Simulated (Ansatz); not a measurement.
Density of states of Ag (R-3m, a = 2.936 Å, b = 2.936 Å, c = 21.550 Å, α = 90.00°, β = 90.00°, γ = 120.00°), in states per eV and primitive cell, averaged over bins of 0.4 eV. Level of theory: DFT PBE, scalar-relativistic, plane waves, PAW (Ansatz 0.2.0).

Cutoff 420 eV; k points 18×18×18 on the computed 3-atom cell (Γ-centred); Gaussian smearing, width 0.10 eV; no spin polarisation.

The cell is relaxed at this level. The states (both spins) are summed by tetrahedra on a 27×27×27 mesh at the self-consistent density. Energies are bin centres; the table starts no lower than −8 eV and ends at 6 eV, or lower where the solved bands end.

It is a metal at this level.

```tsv
E − E_F (eV)	total	Ag 4d	Ag 5s
-7.25	0.14	0.00	0.13
-6.85	0.27	0.01	0.26
-6.45	0.43	0.03	0.38
-6.05	3.83	2.89	0.92
-5.65	9.82	8.68	1.10
-5.25	7.52	7.04	0.43
-4.85	9.06	8.70	0.31
-4.45	11.19	10.78	0.34
-4.05	9.95	9.53	0.33
-3.65	8.08	7.81	0.21
-3.25	10.15	9.94	0.17
-2.85	7.22	6.99	0.22
-2.45	0.71	0.40	0.29
-2.05	0.68	0.31	0.35
-1.65	0.69	0.25	0.39
-1.25	0.70	0.21	0.43
-0.85	0.73	0.18	0.45
-0.45	0.78	0.16	0.47
-0.05	0.87	0.14	0.48
0.35	0.83	0.11	0.44
0.75	0.81	0.09	0.40
1.15	0.78	0.07	0.35
1.55	0.85	0.07	0.36
1.95	0.82	0.06	0.32
2.35	0.76	0.05	0.28
2.75	0.66	0.03	0.22
3.15	0.61	0.03	0.18
3.55	0.59	0.03	0.22
3.95	0.70	0.04	0.33
4.35	0.85	0.04	0.44
4.75	1.01	0.04	0.47
5.15	1.27	0.04	0.53
5.55	1.19	0.03	0.45
```

The columns after the total are the Löwdin projections on the occupied valence shells of the potentials. The rest of the total lies in shells that are empty in the free atom, which aren't projected, and between the atoms.

This form isn't the element's structure at ambient conditions.

Cost: 1 run of about 3.3 core-minutes, on Intel Xeon Platinum 8259CL (Skylake/Cascade Lake) (shared hosts).